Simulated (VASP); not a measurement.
CdF2: single point with r2SCAN

CdF2:

```xyz
3
Lattice="0.0000 2.6942 2.6942 2.6942 0.0000 2.6942 2.6942 2.6942 0.0000" Properties=species:S:1:pos:R:3 pbc="T T T"
Cd    0.0000    0.0000    0.0000
F     1.3471    1.3471    1.3471
F     4.0413    4.0413    4.0413
```

The cell was built by a generator and needn't be a form met in nature.

```yaml
Program: VASP 6.6.1
Task: single point
Functional: r2SCAN
Potentials_or_basis: VASP PAW PBE potentials, release 64 (Cd, F)
Cutoff: 520 eV
k_mesh: 8 × 8 × 8
Occupations: gaussian, width 0.01 eV
Spin: no spin polarisation
```

```yaml
Pressure: 1.0 GPa
Band_gap_on_the_k_mesh: 3.75 eV, indirect (least direct gap 4.25 eV)
```

Levels at points of the mesh, in eV from the valence-band top:
```
           k point  band 9  band 10  band 11  band 12  band 13  band 14  band 15  band 16  band 17  band 18
(0.00, 0.00, 0.00)   -0.99    -0.99    -0.50    -0.50    -0.50     3.75    13.61    13.61    13.61    17.92
(0.50, 0.00, 0.00)   -2.28    -1.85    -1.85    -0.40    -0.40     7.98     9.70    15.59    15.59    18.96
(0.50, 0.50, 0.00)   -2.97    -2.97    -0.51    -0.09    -0.09     8.87    10.54    12.18    15.30    15.30
```

It took 52 s on 1 thread of AMD EPYC 9R45 (Zen 5) (shared host), peak memory 0.14 GiB.

Caveat: the PAW data sets were made with another functional, which shifts forces and pressure a little. r2SCAN opens gaps a little over a GGA but as a rule still falls short of measured ones.
